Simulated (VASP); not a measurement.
# KCl (Sylvite) (Fm-3m) in VASP: further runs

Runs on KCl (Sylvite). Level: PBEsol. Tasks: single point.

All numbers are computed with VASP 6.6.1; they aren't measurements. Logs are shortened: lines on timing, memory, paths and dates and some standing lists are left out, and cuts for length are marked.

**What was measured.**

From a printed reference work, monograph, for a bulk crystal of KCl: band gap 8.68 eV.

How close the calculation comes is told below.

## Step 1: The cell of the first run

The structure is cubic, space group Fm-3m (No. 225). The conventional cell has a = 6.120 Å, b = 6.120 Å, c = 6.120 Å, α = 90.00°, β = 90.00°, γ = 90.00°. K (site symmetry m-3m) has 6 Cl at 3.06 Å within 4.0 Å. Within 4.0 Å of Cl (site symmetry m-3m) lie 6 K at 3.06 Å.

## Step 2: Single point, PBEsol

Contents of INCAR:

```
SYSTEM = KCl
PREC = Accurate ; ENCUT = 520
EDIFF = 1E-6 ; ISMEAR = 0
SIGMA = 0.01 ; LREAL = .False.
LASPH = .True. ; NELM = 80
ALGO = Normal ; ISIF = 2
LWAVE = .False. ; LCHARG = .True.
GGA = PS ; LELF = .True.
LVHAR = .True. ; NBANDS = 15
```

Contents of KPOINTS:

```
Automatic mesh
0
Gamma
  6 6 6
  0 0 0
```

Contents of POSCAR:

```
KCl
1.0
    0.0000000000      3.0602215640      3.0602215640
    3.0602215640      0.0000000000      3.0602215640
    3.0602215640      3.0602215640      0.0000000000
K Cl
1 1
Direct
    0.0000000000      0.0000000000      0.0000000000
    0.5000000000      0.5000000000      0.5000000000
```

Potentials or basis: VASP PAW PBE potentials, release 64 (K_sv, Cl).

Command:

```console
$ cat potpaw_PBE.64/K_sv/POTCAR potpaw_PBE.64/Cl/POTCAR > POTCAR
$ mpirun -np 1 vasp_std > vasp.out
```

OUTCAR:

```text
SYSTEM = KCl
   PREC = Accurate
   ENCUT = 520
   EDIFF = 1E-6
   ISMEAR = 0
   LREAL = .False.
   LASPH = .True.
   NELM = 80
   ISIF = 2
   GGA = PS

 ion  position               nearest neighbor table
   1  0.000  0.000  0.000-   2 3.06   2 3.06   2 3.06   2 3.06   2 3.06   2 3.06
   2  0.500  0.500  0.500-   1 3.06   1 3.06   1 3.06   1 3.06   1 3.06   1 3.06

  LATTYP: Found a face centered cubic cell.
 ALAT       =     6.1204431280

  Lattice vectors:

 A1 = (   0.0000000000,   3.0602215640,   3.0602215640)
 A2 = (   3.0602215640,   0.0000000000,   3.0602215640)
 A3 = (   3.0602215640,   3.0602215640,   0.0000000000)

Analysis of symmetry for initial positions (statically):
=====================================================================
 Subroutine PRICEL returns:
 Original cell was already a primitive cell.

 Routine SETGRP: Setting up the symmetry group for a
 face centered cubic supercell.

 Subroutine GETGRP returns: Found 48 space group operations
 (whereof 48 operations were pure point group operations)
 out of a pool of 48 trial point group operations.

The static configuration has the point symmetry O_h .

Analysis of symmetry for dynamics (positions and initial velocities):
=====================================================================
 Subroutine PRICEL returns:
 Original cell was already a primitive cell.

 Routine SETGRP: Setting up the symmetry group for a
 face centered cubic supercell.

 Subroutine GETGRP returns: Found 48 space group operations
 (whereof 48 operations were pure point group operations)
 out of a pool of 48 trial point group operations.

The dynamic configuration has the point symmetry O_h .

 Subroutine INISYM returns: Found 48 space group operations
 (whereof 48 operations are pure point group operations),
 and found     1 'primitive' translations

----------------------------------------------------------------------------------------

                                     Primitive cell

  volume of cell :      57.3177

  direct lattice vectors                    reciprocal lattice vectors
     0.000000000  3.060221564  3.060221564    -0.163386863  0.163386863  0.163386863
     3.060221564  0.000000000  3.060221564     0.163386863 -0.163386863  0.163386863
     3.060221564  3.060221564  0.000000000     0.163386863  0.163386863 -0.163386863

  length of vectors
     4.327806840  4.327806840  4.327806840     0.282994347  0.282994347  0.282994347

  position of ions in fractional coordinates (direct lattice)
     0.000000000  0.000000000  0.000000000
     0.500000000  0.500000000  0.500000000

  ion indices of the primitive-cell ions
   primitive index   ion index
                 1           1
                 2           2

----------------------------------------------------------------------------------------

 KPOINTS: Automatic mesh

Automatic generation of k-mesh.
 Grid dimensions read from file:
 generate k-points for:    6    6    6

 Generating k-lattice:

  Cartesian coordinates                     Fractional coordinates (reciprocal lattice)
    -0.027231144  0.027231144  0.027231144     0.166666667  0.000000000  0.000000000
     0.027231144 -0.027231144  0.027231144     0.000000000  0.166666667  0.000000000
     0.027231144  0.027231144 -0.027231144     0.000000000  0.000000000  0.166666667

  Length of vectors
     0.047165725  0.047165725  0.047165725

  Shift w.r.t. Gamma in fractional coordinates (k-lattice)
     0.000000000  0.000000000  0.000000000

 Subroutine IBZKPT returns following result:
 ===========================================

 Found     16 irreducible k-points:

 Following reciprocal coordinates:
            Coordinates               Weight
  0.000000  0.000000  0.000000      1.000000
  0.166667  0.000000  0.000000      8.000000
  0.333333  0.000000  0.000000      8.000000
  0.500000  0.000000  0.000000      4.000000
  0.166667  0.166667  0.000000      6.000000
  0.333333  0.166667  0.000000     24.000000
[... 8 lines left out ...]
 -0.333333  0.333333  0.166667     24.000000
 -0.333333  0.500000  0.166667     12.000000
   k-points           NKPTS =     16   k-points in BZ     NKDIM =     16   number of bands    NBANDS=     15
   number of dos      NEDOS =    301   number of ions     NIONS =      2
   total plane-waves  NPLWV =  32768
   dimension x,y,z NGX =    32 NGY =   32 NGZ =   32
   dimension x,y,z NGXF=    64 NGYF=   64 NGZF=   64
   ions per type =               1   1
   NGX,Y,Z   is equivalent  to a cutoff of  12.29, 12.29, 12.29 a.u.
   NGXF,Y,Z  is equivalent  to a cutoff of  24.58, 24.58, 24.58 a.u.
 SYSTEM =  KCl
   PREC   = accura    normal or accurate (medium, high low for compatibility)
   ISTART =      0    job   : 0-new  1-cont  2-samecut
   ICHARG =      2    charge: 1-file 2-atom 10-const
   ISPIN  =      1    spin polarized calculation?
   LNONCOLLINEAR =      F non collinear calculations
   LSORBIT =      F    spin-orbit coupling
   LASPH  =      T    aspherical Exc in radial PAW
   ENCUT  =  520.0 eV  38.22 Ry    6.18 a.u.   8.05  8.05  8.05*2*pi/ulx,y,z
   NELM   =     80;   NELMIN=  2; NELMDL= -5     # of ELM steps
   EDIFF  = 0.1E-05   stopping-criterion for ELM
   LREAL  =      F    real-space projection
   EDIFFG = 0.1E-04   stopping-criterion for IOM
   NSW    =      0    number of steps for IOM
   IBRION =     -1    ionic relax: 0-MD 1-quasi-New 2-CG
   NFREE  =      0    steps in history (QN), initial steepest desc. (CG)
   ISIF   =      2    stress and relaxation
   ISYM   =      2    0-nonsym 1-usesym 2-fastsym
   POTIM  = 0.5000    time-step for ionic-motion
   TEBEG  =    0.0;   TEEND  =   0.0 temperature during run
   PSTRESS=    0.0 pullay stress
   NELECT =      16.0000    total number of electrons
   NUPDOWN=      -1.0000    fix difference up-down
   EMIN   =  10.00;   EMAX   =-10.00  energy-range for DOS
   EFERMI =   0.00;   METHOD = LEGACY
   ISMEAR =     0;   SIGMA  =   0.01  broadening in eV -4-tet -1-fermi 0-gaus
   EFERMI_NEDOS =   21; number of points for ismear=-14 and -15
   IALGO  =     38    algorithm
   IMIX   =      4    mixing-type and parameters
     AMIX     =   0.40;   BMIX     =  1.00
     AMIX_MAG =   1.60;   BMIX_MAG =  1.00
  volume/ion in A,a.u.               =      28.66       193.40
  Fermi-wavevector in a.u.,A,eV,Ry     =   1.069922  2.021859 15.575028  1.144732
  Thomas-Fermi vector in A             =   2.205616
   LORBIT       =      0    0 simple, 1 ext, 2 COOP (PROOUT), +10 PAW based schemes
   GGA     = PS    functional components
   LHFCALC =     F    Hartree Fock is set to
   AEXX    =    0.0000 exact exchange contribution
   IVDW    =     0    specifies the selected vdW correction
   LEPSILON=     F    determine dielectric tensor
   LRPA    =     F    only Hartree local field effects (RPA)
 non-spin polarized calculation
 Gauss-broadening in eV      SIGMA  =   0.01
  energy-cutoff  :      520.00
  volume of cell :       57.32
 maximum number of plane-waves:      1572
   NGX = 17   NGY = 17   NGZ = 17

 number of electron      16.0000001 magnetization

 Free energy of the ion-electron system (eV)
  ---------------------------------------------------
  ext. energy  EPLUGINS =         0.00000000
  ---------------------------------------------------
  free energy    TOTEN  =        -7.00763928 eV

  energy without entropy =       -7.00763928  energy(sigma->0) =       -7.00763928

 E-fermi :  -1.5061     XC(G=0):  -8.0867

 val. band max:       -1.5553180565   @ k =   0.0000   0.0000   0.0000
 cond. band min:       3.7443154856   @ k =   0.0000   0.0000   0.0000
 fundamental gap:      5.2996335421
 Fermi energy:        -1.5060727985

 k-point     1 :       0.0000    0.0000    0.0000
  band No.  band energies     occupation
      1     -28.4078      2.00000
      2     -13.7505      2.00000
      3     -11.9363      2.00000
      4     -11.9363      2.00000
      5     -11.9363      2.00000
      6      -1.5553      2.00000
      7      -1.5553      2.00000
      8      -1.5553      2.00000
      9       3.7443      0.00000
     10       6.7562      0.00000
     11       6.7562      0.00000
     12       6.7562      0.00000
     13       7.6957      0.00000
     14       7.6957      0.00000
     15      11.4589      0.00000

 k-point     2 :       0.1667    0.0000    0.0000
  band No.  band energies     occupation
      1     -28.4035      2.00000
      2     -13.8121      2.00000
      3     -11.9393      2.00000
      4     -11.9393      2.00000
      5     -11.8576      2.00000
      6      -1.9307      2.00000
      7      -1.6646      2.00000
      8      -1.6646      2.00000
      9       4.4370      0.00000
     10       6.5844      0.00000
     11       7.1344      0.00000
     12       7.1344      0.00000
     13       8.1271      0.00000
     14       8.1271      0.00000
     15      12.5155      0.00000

 k-point     3 :       0.3333    0.0000    0.0000
  band No.  band energies     occupation
      1     -28.3949      2.00000
      2     -13.9230      2.00000
      3     -11.9451      2.00000
      4     -11.9451      2.00000
      5     -11.7113      2.00000
      6      -2.5398      2.00000
      7      -1.8688      2.00000
      8      -1.8688      2.00000
      9       5.6537      0.00000
     10       6.7804      0.00000
     11       8.1669      0.00000
     12       8.1669      0.00000
     13       9.2116      0.00000
     14       9.2116      0.00000
     15      11.7703      0.00000

 k-point     4 :       0.5000    0.0000    0.0000
  band No.  band energies     occupation
      1     -28.3906      2.00000
      2     -13.9736      2.00000
      3     -11.9480      2.00000
      4     -11.9480      2.00000
      5     -11.6422      2.00000
      6      -2.8009      2.00000
      7      -1.9648      2.00000
      8      -1.9648      2.00000
      9       6.0959      0.00000
     10       7.2453      0.00000
     11       9.1848      0.00000
     12       9.1848      0.00000
     13      10.0371      0.00000
     14      10.0371      0.00000
     15      10.8768      0.00000
[... 163 lines left out ...]
 k-point    14 :       0.5000    0.3333    0.1667
  band No.  band energies     occupation
      1     -28.3896      2.00000
      2     -13.8235      2.00000
      3     -12.0247      2.00000
      4     -11.9865      2.00000
      5     -11.8083      2.00000
      6      -2.4394      2.00000
      7      -1.9392      2.00000
      8      -1.8973      2.00000
      9       5.8525      0.00000
     10       6.4885      0.00000
     11       8.5026      0.00000
     12       9.1844      0.00000
     13       9.3801      0.00000
     14       9.6947      0.00000
     15      10.6430      0.00000

 k-point    15 :      -0.3333    0.3333    0.1667
  band No.  band energies     occupation
      1     -28.3868      2.00000
      2     -13.8072      2.00000
      3     -12.0471      2.00000
      4     -12.0215      2.00000
      5     -11.7985      2.00000
      6      -2.3877      2.00000
      7      -2.0583      2.00000
      8      -1.9787      2.00000
      9       6.4036      0.00000
     10       6.6572      0.00000
     11       8.4791      0.00000
     12       8.7215      0.00000
     13       9.9138      0.00000
     14      10.6327      0.00000
     15      10.6607      0.00000

 k-point    16 :      -0.3333    0.5000    0.1667
  band No.  band energies     occupation
      1     -28.3856      2.00000
      2     -13.7151      2.00000
      3     -12.1109      2.00000
      4     -12.0479      2.00000
      5     -11.8722      2.00000
      6      -2.1943      2.00000
      7      -2.0602      2.00000
      8      -1.9576      2.00000
      9       5.5668      0.00000
     10       7.4763      0.00000
     11       7.8082      0.00000
     12       8.8855      0.00000
     13       9.6220      0.00000
     14      10.4712      0.00000
     15      11.1520      0.00000

------------------------ aborting loop because EDIFF is reached ----------------------------------------

  FORCE on cell =-STRESS in cart. coord.  units (eV):
  Direction    XX          YY          ZZ          XY          YZ          ZX
  --------------------------------------------------------------------------------------
  -------------------------------------------------------------------------------------
  Total        0.4827634      0.4827634      0.4827634      0.0000000      0.0000000     -0.0000000
  in kB       13.4944853     13.4944853     13.4944853      0.0000000      0.0000000     -0.0000000
  external PRESSURE =      13.4944853 kB  Pullay stress =       0.0000000 kB

 VOLUME and BASIS-vectors are now :
 -----------------------------------------------------------------------------
  energy-cutoff  :      520.00
  volume of cell :       57.32
      direct lattice vectors                 reciprocal lattice vectors
     0.000000000  3.060221564  3.060221564    -0.163386863  0.163386863  0.163386863
     3.060221564  0.000000000  3.060221564     0.163386863 -0.163386863  0.163386863
     3.060221564  3.060221564  0.000000000     0.163386863  0.163386863 -0.163386863

 POSITION                                       TOTAL-FORCE (eV/Angst)
 -----------------------------------------------------------------------------------
      0.00000      0.00000      0.00000         0.000000     -0.000000     -0.000000
      3.06022      3.06022      3.06022        -0.000000      0.000000      0.000000
 -----------------------------------------------------------------------------------
    total drift:                                0.000000     -0.000000     -0.000000

  FREE ENERGIE OF THE ION-ELECTRON SYSTEM (eV)
  ---------------------------------------------------
  free  energy   TOTEN  =        -7.0076392819 eV

  energy  without entropy=       -7.0076392819  energy(sigma->0) =       -7.00763928
```

Run time: 6 s. Hardware: 1 thread of Intel Xeon 6975P-C (Granite Rapids), shared host; peak memory 0.17 GiB.

Results:

- Free energy: -7.0076 eV
- Pressure: 1.3 GPa
- Band gap on the k mesh: 5.30 eV, direct

Caveat: the PAW data sets were made with another functional, which shifts forces and pressure a little.

## Step 3: Single point, PBEsol

This run uses another cell than the first one, of 29.90 Å³/atom, 1.043 times its volume.

Contents of INCAR:

```
PREC = Accurate
ENCUT = 520
EDIFF = 1E-7
ISMEAR = 0
SIGMA = 0.01
LREAL = F
LASPH = T
NELM = 60
ALGO = Normal
ISIF = 2
LWAVE = F
LCHARG = T
GGA = PS
LELF = T
LVHAR = T
NBANDS = 15
```

Contents of KPOINTS:

```
Automatic mesh
0
Gamma
  6 6 6
```

Contents of POSCAR:

```
KCl
1.0
    0.0000000000      3.1039449222      3.1039449222
    3.1039449222      0.0000000000      3.1039449222
    3.1039449222      3.1039449222      0.0000000000
K Cl
1 1
Direct
    0.0000000000      0.0000000000      0.0000000000
    0.5000000000      0.5000000000      0.5000000000
```

Potentials or basis: VASP PAW PBE potentials, release 64 (K_sv, Cl).

Command:

```console
$ cat potpaw_PBE.64/K_sv/POTCAR potpaw_PBE.64/Cl/POTCAR > POTCAR
$ mpirun -np 1 vasp_std > vasp.out
```

It took 9.6 s on 1 thread of Intel Xeon 6975P-C (Granite Rapids), shared host; peak memory 0.2 GiB.

The run converged. Its results:

| Item | Value |
| --- | --- |
| Free energy | -7.0215 eV |
| Pressure | 0.4 GPa |
| Band gap on the k mesh | 5.15 eV, direct |

Levels at points of the mesh, in eV from the valence-band top:
| k point | band 5 | band 6 | band 7 | band 8 | band 9 | band 10 | band 11 | band 12 |
| --- | --- | --- | --- | --- | --- | --- | --- | --- |
| (0.00, 0.00, 0.00) | -10.47 | 0.00 | 0.00 | 0.00 | 5.15 | 8.31 | 8.31 | 8.31 |
| (0.50, 0.00, 0.00) | -10.21 | -1.16 | -0.37 | -0.37 | 7.54 | 8.64 | 10.61 | 10.61 |
| (0.50, 0.50, 0.00) | -10.54 | -0.70 | -0.24 | -0.24 | 6.36 | 8.41 | 10.14 | 10.26 |

Caveat: the PAW data sets were made with another functional, which shifts forces and pressure a little.

(Part 1 of 2 ends here.)
